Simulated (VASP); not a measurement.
# Sb in VASP: a series of runs, part 2 of 2

VASP 6.6.1. The steps go on from the part before.

**6. Single point, PBEsol**

This run uses another cell than the first one, of 116.94 Å³/atom, 0.667 times its volume.

Input file INCAR:

```
PREC = Accurate ; ENCUT = 250
EDIFF = 1E-7 ; ISMEAR = 1
SIGMA = 0.1 ; LREAL = F
LASPH = T ; NELM = 120
ALGO = Normal ; ISIF = 2
LWAVE = F ; LCHARG = F
LDIPOL = T ; IDIPOL = 3
DIPOL = 0.5 0.5 0.500 ; GGA = PS
NBANDS = 12 ; LVHAR = T
LVACPOTAV = T
```

Input file KPOINTS:

```
Automatic mesh
0
Gamma
  14 14 1
```

Input file POSCAR:

```
Sb
1.0
    3.3545324200      0.0000000000      0.0000000000
   -1.6772662100      2.9051102900      0.0000000000
    0.0000000000      0.0000000000     12.0000000000
Sb
1
Direct
    0.6666666667      0.3333333333      0.5000000000
```

Potentials or basis: VASP PAW PBE potentials, release 64 (Sb).

Run with:

```
$ cat potpaw_PBE.64/Sb/POTCAR > POTCAR
$ mpirun -np 1 vasp_std > vasp.out
```

OUTCAR:

```text
PREC = Accurate
   ENCUT = 250
   EDIFF = 1E-7
   ISMEAR = 1
   LREAL = F
   LASPH = T
   NELM = 120
   ISIF = 2
   GGA = PS

 Found     24 irreducible k-points:

 Following reciprocal coordinates:
            Coordinates               Weight
  0.000000  0.000000  0.000000      1.000000
  0.071429  0.000000  0.000000      6.000000
  0.142857  0.000000  0.000000      6.000000
  0.214286  0.000000  0.000000      6.000000
  0.285714  0.000000  0.000000      6.000000
  0.357143  0.000000  0.000000      6.000000
   k-points           NKPTS =     24   k-points in BZ     NKDIM =     24   number of bands    NBANDS=     12
   number of dos      NEDOS =    301   number of ions     NIONS =      1
   total plane-waves  NPLWV =  20736
   dimension x,y,z NGX =    18 NGY =   18 NGZ =   64
   dimension x,y,z NGXF=    36 NGYF=   36 NGZF=  128
   ions per type =               1
   NGX,Y,Z   is equivalent  to a cutoff of   8.92,  8.92,  8.87 a.u.
   NGXF,Y,Z  is equivalent  to a cutoff of  17.84, 17.84, 17.73 a.u.
 SYSTEM =  unknown system
   PREC   = accura    normal or accurate (medium, high low for compatibility)
   ISTART =      0    job   : 0-new  1-cont  2-samecut
   ICHARG =      2    charge: 1-file 2-atom 10-const
   ISPIN  =      1    spin polarized calculation?
   LNONCOLLINEAR =      F non collinear calculations
   LSORBIT =      F    spin-orbit coupling
   LASPH  =      T    aspherical Exc in radial PAW
   ENCUT  =  250.0 eV  18.37 Ry    4.29 a.u.   4.32  4.32 15.47*2*pi/ulx,y,z
   NELM   =    120;   NELMIN=  2; NELMDL= -5     # of ELM steps
   EDIFF  = 0.1E-06   stopping-criterion for ELM
   LREAL  =      F    real-space projection
   EDIFFG = 0.1E-05   stopping-criterion for IOM
   NSW    =      0    number of steps for IOM
   IBRION =     -1    ionic relax: 0-MD 1-quasi-New 2-CG
   NFREE  =      0    steps in history (QN), initial steepest desc. (CG)
   ISIF   =      2    stress and relaxation
   ISYM   =      2    0-nonsym 1-usesym 2-fastsym
   POTIM  = 0.5000    time-step for ionic-motion
   TEBEG  =    0.0;   TEEND  =   0.0 temperature during run
   PSTRESS=    0.0 pullay stress
   NELECT =       5.0000    total number of electrons
   NUPDOWN=      -1.0000    fix difference up-down
   EMIN   =  10.00;   EMAX   =-10.00  energy-range for DOS
   EFERMI =   0.00;   METHOD = LEGACY
   ISMEAR =     1;   SIGMA  =   0.10  broadening in eV -4-tet -1-fermi 0-gaus
   EFERMI_NEDOS =   21; number of points for ismear=-14 and -15
   IALGO  =     38    algorithm
   IMIX   =      4    mixing-type and parameters
     AMIX     =   0.40;   BMIX     =  1.00
     AMIX_MAG =   1.60;   BMIX_MAG =  1.00
  volume/ion in A,a.u.               =     116.94       789.17
  Fermi-wavevector in a.u.,A,eV,Ry     =   0.572453  1.081779  4.458656  0.327702
  Thomas-Fermi vector in A             =   1.613332
   LORBIT       =      0    0 simple, 1 ext, 2 COOP (PROOUT), +10 PAW based schemes
   GGA     = PS    functional components
   LHFCALC =     F    Hartree Fock is set to
   AEXX    =    0.0000 exact exchange contribution
   IVDW    =     0    specifies the selected vdW correction
   LEPSILON=     F    determine dielectric tensor
   LRPA    =     F    only Hartree local field effects (RPA)
 non-spin polarized calculation
 Methfessel and Paxton  Order N= 1 SIGMA  =   0.10
  energy-cutoff  :      250.00
  volume of cell :      116.94
 maximum number of plane-waves:      1069
 NGX is ok and might be reduce to    18
   NGX =  9   NGY =  9   NGZ = 31

 dipolmoment           0.000000      0.000000     -0.000000 electrons x Angstroem

 number of electron       4.9999999 magnetization

 dipolmoment           0.000000      0.000000      0.000000 electrons x Angstroem

 Free energy of the ion-electron system (eV)
  ---------------------------------------------------
  ext. energy  EPLUGINS =         0.00000000
  ---------------------------------------------------
  free energy    TOTEN  =        -3.60257445 eV

  energy without entropy =       -3.60217911  energy(sigma->0) =       -3.60244267

 E-fermi :  -1.8599     XC(G=0):  -3.6431

 val. band max:       -1.8799458994   @ k =   0.3571   0.0714   0.0000
 cond. band min:      -1.7677031118   @ k =   0.2143   0.0714   0.0000
 fundamental gap:      0.1122427877
 Fermi energy:        -1.8598868640

 k-point     1 :       0.0000    0.0000    0.0000
  band No.  band energies     occupation
      1     -12.6461      2.00000
      2      -4.1633      2.00000
      3       1.7085      0.00000
      4       3.2947      0.00000
      5       3.2947      0.00000
      6       3.3884      0.00000
      7       3.8711      0.00000
      8       7.8870      0.00000
      9       8.0846      0.00000
     10       8.9745      0.00000
     11       8.9745      0.00000
     12       9.0856      0.00000

 k-point     2 :       0.0714    0.0000    0.0000
  band No.  band energies     occupation
      1     -12.5596      2.00000
      2      -4.0776      2.00000
      3       1.7976      0.00000
      4       2.5410      0.00000
      5       3.0742      0.00000
      6       3.4751      0.00000
      7       3.9609      0.00000
      8       7.9525      0.00000
      9       7.9755      0.00000
     10       8.3600      0.00000
     11       9.3134      0.00000
     12       9.5541      0.00000

 k-point     3 :       0.1429    0.0000    0.0000
  band No.  band energies     occupation
      1     -12.3019      2.00000
      2      -3.8233      2.00000
      3       0.9350      0.00000
      4       2.0655      0.00000
      5       2.5480      0.00000
      6       3.7315      0.00000
      7       4.2288      0.00000
      8       7.0167      0.00000
      9       8.0696      0.00000
     10       8.6983      0.00000
     11       9.6765      0.00000
     12      10.1930      0.00000

 k-point     4 :       0.2143    0.0000    0.0000
  band No.  band energies     occupation
      1     -11.8788      2.00000
      2      -3.4114      2.00000
      3      -0.8635     -0.00000
      4       1.9348      0.00000
      5       2.5113      0.00000
      6       4.1398      0.00000
      7       4.6749      0.00000
      8       6.2508      0.00000
      9       7.4665      0.00000
     10       9.0518      0.00000
     11       9.1587      0.00000
     12      11.3949      0.00000

 k-point     5 :       0.2857    0.0000    0.0000
  band No.  band energies     occupation
      1     -11.3059      2.00000
      2      -2.8654      2.00000
      3      -2.6042      2.00000
      4       1.3737      0.00000
      5       3.1354      0.00000
      6       4.5848      0.00000
      7       5.2968      0.00000
      8       5.6757      0.00000
      9       6.2090      0.00000
     10       9.4578      0.00000
     11       9.7602      0.00000
     12      10.5925      0.00000

 k-point     6 :       0.3571    0.0000    0.0000
  band No.  band energies     occupation
      1     -10.6239      2.00000
      2      -4.1570      2.00000
      3      -2.2390      2.00000
      4       0.9375      0.00000
      5       3.9374      0.00000
      6       4.2457      0.00000
      7       5.2660      0.00000
      8       5.9833      0.00000
      9       6.1055      0.00000
     10       8.9245      0.00000
     11       9.8762      0.00000
     12      10.5543      0.00000

 [... further k-points ...]
[... 5 lines left out ...]
  --------------------------------------------------------------------------------------
  -------------------------------------------------------------------------------------
  Total       -2.6848913     -2.6848913     -0.0047276      0.0000000      0.0000000      0.0000000
  in kB      -36.7842094    -36.7842093     -0.0647696      0.0000000      0.0000000      0.0000000
  external PRESSURE =     -24.5443961 kB  Pullay stress =       0.0000000 kB

 VOLUME and BASIS-vectors are now :
 -----------------------------------------------------------------------------
  energy-cutoff  :      250.00
  volume of cell :      116.94
      direct lattice vectors                 reciprocal lattice vectors
     3.354532420  0.000000000  0.000000000     0.298104139  0.172110505  0.000000000
    -1.677266210  2.905110290  0.000000000     0.000000000  0.344221011  0.000000000
     0.000000000  0.000000000 12.000000000     0.000000000  0.000000000  0.083333333

 POSITION                                       TOTAL-FORCE (eV/Angst)
 -----------------------------------------------------------------------------------
      1.67727      0.96837      6.00000        -0.000000      0.000000      0.000000
 -----------------------------------------------------------------------------------
    total drift:                               -0.000000      0.000000     -0.000000

  FREE ENERGIE OF THE ION-ELECTRON SYSTEM (eV)
  ---------------------------------------------------
  free  energy   TOTEN  =        -3.6025744523 eV

  energy  without entropy=       -3.6021791139  energy(sigma->0) =       -3.60244267

 vacuum level on the upper side and lower side of the slab         3.045         3.045
```

Run time: 6.2 s. Hardware: 1 thread of Intel Xeon 6975P-C (Granite Rapids), shared host; peak memory 0.14 GiB.

The run converged, but some of its settings lie outside the range that counts as converged, so its numbers aren't taken as properties of the slab.

What came out:

| Property | Result |
| --- | --- |
| Free energy | -3.6026 eV |
| Band gap on the k mesh | none (metal or under the smearing width) |
| Work function of the upper face | 4.90 eV |
| Work function of the lower face | 4.90 eV |

Caveat: the PAW data sets were made with another functional, which shifts forces and pressure a little.
